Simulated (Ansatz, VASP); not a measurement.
## Two plane-wave programs on TaN

```
Ta N
1.0
     2.98144   -0.00102    0.02094
    -1.49160    2.52439   -0.00597
     0.02054    0.00510    2.86422
Ta N
1 1
Direct
  0.00000 0.00000 0.50000
  0.66667 0.33333 0.00000
```

Change from the starting cell: cell strained at random at fixed volume.

Alike in both runs: task relaxation of cell and atoms; functional revPBE; k mesh 10 × 10 × 9; occupations gaussian, width 0.05 eV; no spin polarisation.

|  | VASP | Ansatz |
| --- | --- | --- |
| version | VASP 6.6.1 | Ansatz 0.2.0 |
| potentials or method | VASP PAW PBE potentials, release 64 (Ta_pv, N) | Ansatz PAW |
| plane-wave cutoff (eV) | 600 | 420 |
| valence electrons in the cell | 16 | 18 |

Ansatz gave:

- relaxed volume (Å³/atom): 11.03
- relaxed cell length with the largest relative difference (Å): 2.908
- energy change over the relaxation (meV/atom): -14

Which values does VASP return?

Relaxed volume (Å³/atom): 11.05; relaxed cell length with the largest relative difference (Å): 2.910; energy change over the relaxation (meV/atom): -15.

The two sets of potentials don't hold the same shells in valence.

Caveats: the PAW data sets were made with another functional, which shifts forces and pressure a little (VASP); the plane-wave basis is chosen anew once the cell has moved, so the energies of steps on either side of that aren't comparable (Ansatz); the pressure holds a Pulay correction of +0.4 GPa for the finite cutoff (Ansatz); the PAW data sets come from PBE, with cores solved anew for the run's functional, which leaves a small shift of forces and pressure (Ansatz). Zero-point motion and thermal expansion aren't in these numbers. Spin-orbit coupling is left out, which matters for the levels of Ta.
